**Q:** I have the energies of PtTe2, a layered crystal, over volume and shape, and the flat and tall cells change places. At the smallest volume the cell with shape ratio 1.126 costs 140.2 meV per atom and the one with 1.433 costs 256.0. At the largest volume the tall one is the cheaper of the two. Doesn't the crystal have a preferred shape?

Ansatz 0.2.0, PBEsol without dispersion correction, scalar-relativistic PAW, plane waves to 420 eV, 12×12×8 k mesh, Gaussian smearing of 0.15 eV, no spin polarization. PtTe2 (P-3m1) with the fractional atomic positions fixed. The shape ratio is c/a, and free energies are counted from the relaxed crystal (c/a = 1.2702, 24.2605 Å³ per atom).

| shape ratio | free energy change at volume per atom 21.349 angstrom^3 (meV an atom) | free energy change at volume per atom 22.32 angstrom^3 (meV an atom) | free energy change at volume per atom 23.29 angstrom^3 (meV an atom) | free energy change at volume per atom 24.2605 angstrom^3 (meV an atom) | free energy change at volume per atom 25.231 angstrom^3 (meV an atom) | free energy change at volume per atom 26.201 angstrom^3 (meV an atom) | free energy change at volume per atom 27.172 angstrom^3 (meV an atom) |
| --- | --- | --- | --- | --- | --- | --- | --- |
| 1.126 | 140.2 | 72.8 | 44.1 | 45.9 | 71.4 | 115.4 | 173.9 |
| 1.172 | 133.8 | 58.8 | 23.9 | 20.6 | 41.9 | 82.5 | 138.2 |
| 1.220 | 138.2 | 55.3 | 14.0 | 5.2 | 22.0 | 58.9 | 111.6 |
| 1.270 | 153.3 | 62.4 | 14.4 | 0.0 | 12.2 | 45.2 | 94.6 |
| 1.322 | 178.4 | 79.7 | 25.0 | 5.1 | 12.5 | 41.6 | 87.6 |
| 1.377 | 212.8 | 106.7 | 45.7 | 20.3 | 23.1 | 48.1 | 90.6 |
| 1.433 | 256.0 | 142.9 | 76.0 | 45.3 | 43.5 | 64.5 | 103.7 |

**A:** It has one at each volume. The shape ratio is the length $c$ along the stacking axis divided by the length $a$ across it. Go down each column and look for the lowest energy: it lies in row 1.172 at the smallest volume and in row 1.322 at the largest. Interpolated between the rows, the best ratio rises at every step of volume, from 1.18 to 1.33. That interpolated best ratio equals 1.270 only at the volume where the crystal is at rest.

**Q:** At 23.29 Å³ per atom, rows 1.220 and 1.270 are almost level, at 14.0 and 14.4. Are those two competing structures?

**A:** No, they are two points on either side of a single minimum, which lies at about 1.24. The pair 12.2 and 12.5 at 25.231 Å³ arises in the same way. The odd end rows fit in too: row 1.126 is cheapest at 23.29 Å³ and row 1.433 at 25.231 Å³, neither of them the rest volume. A flat cell prefers to be small and a tall one prefers to be large, which is the same link between shape and volume seen from the other side.

**Q:** Why are shape and volume linked at all?

**A:** Start from a limiting case. Each Pt atom sits inside an octahedron of six Te atoms. If that octahedron were regular and you shrank the crystal evenly, the shortened bonds would push outwards equally in all directions, and to first order those bonds would gain nothing from a change of shape.

In PtTe2 the octahedron is flattened along the stacking axis, so the bonds lie closer to the layer plane. When compressed, they push harder sideways than along the axis. At a given volume they gain length if the cell becomes wider and shorter, so the best ratio falls. When stretched, they pull inwards, again mostly sideways, and the best cell is narrower and taller.

**Q:** Can the flattening be turned into a number?

**A:** Let $p$ be the share of a bond's squared length that lies in the plane. A regular octahedron has $p=2/3$. Here $a=4.045$ Å and the Pt–Te bond is 2.695 Å long, so

$$p=\frac{4.045^2}{3\times 2.695^2}\approx 0.75 .$$

Now let $v$ be the logarithm of the volume and $q$ that of the shape ratio, both counted from rest. All atoms keep their fractional positions in this map, so a bond of length $d$ simply follows the cell:

$$\Delta\ln d=\frac{v}{3}+\frac{(2-3p)\,q}{3}.$$

If the energy depends only on $d$, its slope with shape is $-\kappa$ times its slope with volume, where $\kappa=3p-2\approx 0.25$. The sign of $\kappa$ suggests a rule to try on a similar map of a related crystal, with the atoms held in the same way. Where flattened bonds dominate, the best ratio rises with volume; where elongated ones dominate, it falls.

**Q:** Do the computed energies obey this?

**A:** They show the proportionality clearly. I took the slope with shape from rows 1.220 and 1.322, and the slope with volume from a smooth curve through row 1.270. At the six volumes away from rest, $\kappa$ stays between 0.190 and 0.197. That steadiness is what theory gives if one kind of contact dominates, or if several kinds keep their shares.

The value is somewhat below the 0.25 of the Pt–Te bonds alone. My guess is that Te–Te contacts between the layers and across each layer lower it, because they stand more upright and favour the opposite change of shape. Other mixtures of forces could give the same value, and a metal is not strictly a sum of pair forces.

**Q:** Then the best ratio should rise in step with the volume.

**A:** It would if the crystal were a perfect spring. But repulsion between atoms grows steeply when they are squeezed, while the pull between them weakens as they are drawn apart. You see this in row 1.270, where the smallest volume costs 153.3 meV per atom and the largest, equally far from rest, only 94.6. The sideways push comes with the force that resists the volume change, so it too grows fast on compression and levels off on expansion.

The resistance to a change of shape, by contrast, hardly depends on volume: it is between 6.1 and 6.3 eV per atom at the smallest, rest and largest volumes. At rest, stretching the Pt–Te bonds could supply only about a sixth of it, even if they carried all the resistance to a change of volume, so most must come from other forces. Those that resist a change of bond angle are one candidate: even scaling leaves the angles alone, so they can stiffen the shape without adding to the sideways push. Flat and upright contacts whose pushes partly cancel would do the same, and the map can't tell these apart. Nor does the bond picture predict the constancy. A bond grows stiffer when squeezed, but its load works the other way: a compressed bond lowers the shape stiffness and a stretched one raises it. The steady value is probably a balance of such terms, and I take it from the table. A nearly constant stiffness is thus loaded by a force that levels off. With $f(v)$ for the energy at the rest ratio and $C$ for the shape stiffness,

$$E\approx f(v)-\kappa f'(v)\,q+\tfrac12 Cq^2,\qquad q_{\rm best}=\frac{\kappa f'(v)}{C}.$$

**Q:** Could you work that out for the largest volume?

**A:** There $v=\ln(27.172/24.2605)=0.1133$. The curve fitted to row 1.270 is $f=8306\,v^2-8365\,v^3$ in meV per atom, so

$$f'=2\times 8306\,v-3\times 8365\,v^2\approx 1560\ \text{meV}.$$

With the fitted $\kappa=0.195$ and $C=6280$ meV, $q_{\rm best}=0.195\times1560/6280\approx0.048$. The best ratio is then $1.270\,e^{0.048}\approx1.33$, as the table has it. This volume took part in fitting both $f$ and $\kappa$, so the agreement shows that the pieces fit together, not that the model can predict. A shape change strictly proportional to $v$ would have overshot, to 1.35.

**Q:** Where is it put to a harder test?

**A:** In the corners of the table. At the smallest and largest volumes, the two flattest and two tallest cells took no part in fitting $f$, $\kappa$ or $C$. But the shape stiffnesses I quoted for those volumes, my grounds for holding $C$ constant, were taken from all seven ratios, these cells included. The corners therefore test the fitted values, but they are no independent test of the constant stiffness. The model reproduces the energies of these cells to about 3 meV per atom or better. It does worst where shape and volume are most at odds, the tall cell under compression and the flat cell under expansion, which cost 256.0 and 173.9. The printed output that follows gives the fits and the comparison volume by volume.

**Q:** I would have told a simpler story. The layers are weakly bound, so the gap between them takes up the strain until it closes and stiffens.

**A:** By itself, that story would have $c$ take a smaller part of the strain under compression. The table shows the reverse. At the smallest volume the best cell has $c$ shorter by 8.9% and $a$ by only 1.7%, a factor of about five. At the largest volume $c$ is longer by 7.2% and $a$ by 2.2%, a factor of about three.

This doesn't disprove your story for the real crystal, however. With the Te atoms fixed at their fractional heights, the gap can't give way while the layers keep their thickness; both are scaled together. The map therefore holds back the very motion your story needs. The functional also has no added dispersion term, which may matter most on expansion, where the pull between layers helps to set $c$.

**Q:** If I only need to know how hard the material is to compress, may I keep the shape fixed?

**A:** For a rough value, yes. At the smallest volume, going from the rest ratio to the best listed one saves 19.5 of 153.3 meV per atom, so most of the cost comes from the volume itself. For small changes, the bulk modulus is about 110 GPa at fixed shape and 99 GPa when the shape may adapt. Both values are too high for a crystal whose atoms are free to move, because letting the Te atoms relax can only lower the energy of a strained cell.

For the cell lengths, the shape matters more than this small saving suggests. With the atoms held as in this map, $c$ takes about two thirds of a small volume change near rest under even pressure, twice what it would take if the crystal shrank evenly. A change of $c$ estimated from the volume alone would miss half of it. The share in the real crystal will differ, since its Te atoms can move, so relax them before you rely on a number.

Numerical output:

```
fit of Erest on 7 rows: coefficient of v**2 8306 +/- 5.6, coefficient of v**3 -8365 +/- 48; rms 0.104, worst 1.172 0.171, leave-one-out rms 0.352
fit of tilt on 7 rows: coefficient of fv -0.1948 +/- 0.0012; rms 3.95, worst 1.126 -6.68, leave-one-out rms 5.95
fit of tilt on 7 rows: coefficient of v -3311 +/- 229; rms 45.1, worst 1.126 -76.9, leave-one-out rms 64.6
One line per volume (ignore the ratio labels):
    row  volume A^3/atom  pressure GPa  shape slope meV/atom  best ratio  ratio from force model  ratio from linear model  c change %  a change %
  1.126            21.35         19.02                 500.2       1.176                   1.174                    1.187      -8.945      -1.692
  1.172            22.32         11.19                 303.6       1.212                    1.21                    1.215      -5.741      -1.205
   1.22            23.29         4.953                 136.9       1.243                   1.242                    1.243      -2.765     -0.6371
   1.27            24.26             0                -1.244        1.27                    1.27                     1.27     0.01301   -0.006502
  1.322            25.23        -3.892                -118.2       1.294                   1.294                    1.297       2.601      0.6798
  1.377             26.2        -6.908                -215.3       1.314                   1.315                    1.323       4.979       1.428
  1.433            27.17          -9.2                -298.6       1.333                   1.333                    1.348       7.243       2.194
smallest kappa away from rest volume: 0.1901
largest kappa away from rest volume: 0.1974
kappa of Pt-Te bonds alone from geometry: 0.2528
kappa of Te-Te contacts between layers from geometry: -0.5657
kappa of Te-Te contacts across one layer from geometry: -0.7161
shape stiffness C used in the model (eV per atom): 6.28
shape stiffness from all ratios at smallest volume (eV per atom): 6.164
shape stiffness from all ratios at rest volume (eV per atom): 6.268
shape stiffness from all ratios at largest volume (eV per atom): 6.075
energy saved by lowest listed shape at smallest volume (meV per atom): 19.5
energy saved by lowest listed shape at largest volume (meV per atom): 7
bulk modulus at fixed shape with Te clamped (GPa): 109.7
bulk modulus at best shape with Te clamped (GPa): 98.69
share of a small volume change taken by c (%): 67.68
largest miss of the model at the two outermost volumes (meV per atom): 2.751
```
